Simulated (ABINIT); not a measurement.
Runs of ABINIT 10.8.3 (patched build) on I. It takes space group Cmce (No. 64, orthorhombic). The conventional cell has a = 7.270 Å, b = 4.790 Å, c = 9.793 Å, α = 90.00°, β = 90.00°, γ = 90.00°. I (site symmetry m) is surrounded by 1 I at 2.68 Å. 

```tsv
task	level	potentials or basis	k mesh	cutoff (eV)	fine-grid cutoff	gap on the mesh (eV)	pressure (GPa)	largest force (eV/Å)
band structure	RPBE	JTH PAW PBE v2.0	7 × 7 × 3	408	816.342 eV	(d)	3.3	0.97
single point	r2SCAN	JTH PAW PBE v2.0	4 × 4 × 2	490	979.61 eV	1.49	-	0.80
single point	PBEsol	JTH PAW PBE v2.0	6 × 6 × 2	408	816.342 eV	(c)	0.3	0.92
band structure	rPW86PBE	JTH PAW PBE v2.0	7 × 7 × 3	408	816.342 eV	1.28	3.1	1.29
band structure	BP86	JTH PAW PBE v2.0	7 × 7 × 3	408	816.342 eV	1.28	(a)	1.08
single point	PBEsol	PseudoDojo NC SR PBEsol v0.4.1 standard	7 × 7 × 3	952	-	1.25	(b)	0.83
band structure	SOGGA	JTH PAW PBE v2.0	7 × 7 × 3	408	816.342 eV	1.27	-0.1	0.86
band structure	PBE	JTH PAW PBE v2.0	7 × 7 × 3	408	816.342 eV	1.31	1.9	1.00
```

Alike in all rows: no spin polarisation; cell as given; smearing fermi-dirac 0.05 eV.

Task: Estimate the missing entries.

Result: (a) 2.1; (b) 0.2; (c) 1.24; (d) 1.36.

Caveats: spin-orbit coupling is left out, which moves the levels of the heavy elements; the PAW data sets were made with another functional, which shifts forces and pressure a little (some runs); an odd mesh through Γ misses points on the zone boundary, where band edges often lie (some runs).

A k mesh can miss the band edges, and the runs leave out spin-orbit coupling on I.

Not every run made on this cell is shown here.
